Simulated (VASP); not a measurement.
Write the native input for VASP 6.6.1 that does the following.

```
Task                   : single point
Functional             : PBE
Potentials or basis    : VASP PAW PBE potentials, release 64 (K_sv, Mg, F)
Cutoff                 : 520 eV
k mesh                 : 6 × 6 × 6
Occupations            : gaussian, width 0.02 eV
Spin                   : no spin polarisation
Dipole correction      : no
Further INCAR settings : ALGO = Normal; EDIFF = 1e-06; NBANDS = 24
```

The structure of KMgF3 lies in POSCAR:

```
KMgF3
1.0
    4.0541864028      0.0000000000      0.0000000000
    0.0000000000      4.0541864028      0.0000000000
    0.0000000000      0.0000000000      4.0541864028
K Mg F
1 1 3
Direct
    0.5000000000      0.5000000000      0.5000000000
    0.0000000000      0.0000000000      0.0000000000
    0.5000000000      0.0000000000      0.0000000000
    0.0000000000      0.5000000000      0.0000000000
    0.0000000000      0.0000000000      0.5000000000
```

The input as run:

INCAR

```
SYSTEM = KMgF3
PREC = Accurate
ENCUT = 520
EDIFF = 1E-6
ISMEAR = 0
SIGMA = 0.02
LREAL = .FALSE.
LASPH = .TRUE.
NELM = 100
ALGO = Normal
ISIF = 2
LWAVE = .FALSE.
LCHARG = .TRUE.
GGA = PE
LELF = .TRUE.
LVHAR = .TRUE.
NBANDS = 24
```

KPOINTS

```
regular mesh
0
G
  6 6 6
  0 0 0
```

Potentials or basis: VASP PAW PBE potentials, release 64 (K_sv, Mg, F).

Launch:

```bash
$ cat potpaw_PBE.64/K_sv/POTCAR potpaw_PBE.64/Mg/POTCAR potpaw_PBE.64/F/POTCAR > POTCAR
$ mpirun -np 1 vasp_std > vasp.out
```

It gave:

| Quantity | Value |
| --- | --- |
| Pressure | -0.4 GPa |
| Band gap on the k mesh | 6.93 eV, indirect (least direct gap 7.25 eV) |

Run time: 12 s on 1 thread of Intel(R) Xeon(R) 6975P-C (Granite Rapids) (shared host), peak memory 0.18 GiB.
